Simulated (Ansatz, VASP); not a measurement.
## Two plane-wave programs on ZrC

INCAR

```
PREC = Accurate ; ENCUT = 600
EDIFF = 1E-6 ; ISMEAR = -1
SIGMA = 0.15 ; LREAL = False
LASPH = True ; NELM = 100
ALGO = Normal ; ISIF = 3
LWAVE = False ; LCHARG = False
GGA = PE ; IBRION = 2
NSW = 80 ; EDIFFG = -0.001
```

KPOINTS

```
regular mesh
0
Gamma
  16 16 16
```

File POSCAR:

```
ZrC
1.0
    0.0000000000      2.3543976075      2.3543976075
    2.3543976075      0.0000000000      2.3543976075
    2.3543976075      2.3543976075      0.0000000000
Zr C
1 1
Direct
    0.5000000000      0.5000000000      0.5000000000
    0.0000000000      0.0000000000      0.0000000000
```

Input for Ansatz:

```yaml
crystal:
  lattice:
    - [0.0, 2.3543976075, 2.3543976075]
    - [2.3543976075, 0.0, 2.3543976075]
    - [2.3543976075, 2.3543976075, 0.0]
  atoms:
    - { symbol: Zr, position: [0.5, 0.5, 0.5] }
    - { symbol: C, position: [0.0, 0.0, 0.0] }
basis:
  ecutwfc: 420
kpoints:
  mp_grid: { grid: [16, 16, 16] }
hamiltonian:
  xc: pbe
scf:
  occupations: { method: fermi_dirac, width: 0.15 }
output:
  forces: true
  stress: true
  eigenvalues: true
relax:
  adjacent_minimum: "off"
  f_tol: 0.001
  max_steps: 60
  cell: { stress_tol: 0.01 }
```

Alike in both runs: task relaxation of cell and atoms; functional PBE; k mesh 16 × 16 × 16; occupations fermi-dirac, width 0.15 eV; no spin polarisation.

```csv
,VASP,Ansatz
version,VASP 6.6.1,Ansatz 0.2.0
potentials or method,"VASP PAW PBE potentials, release 64 (Zr_sv, C)","scalar-relativistic, plane waves, PAW"
plane-wave cutoff (eV),600,420
valence electrons in the cell,16,16
```

|  | VASP | Ansatz | Ansatz less VASP |
| --- | --- | --- | --- |
| gap on the k mesh at the Fermi level, each at its own relaxed structure (eV) | none | none | - |
| relaxed volume (Å³/atom) | 13.06 | 13.05 | -0.009 |
| relaxed cell length with the largest relative difference (Å) | 3.331 | 3.330 | -0.0008 |

A gap of «none» marks a metal or a gap that the smearing closes.
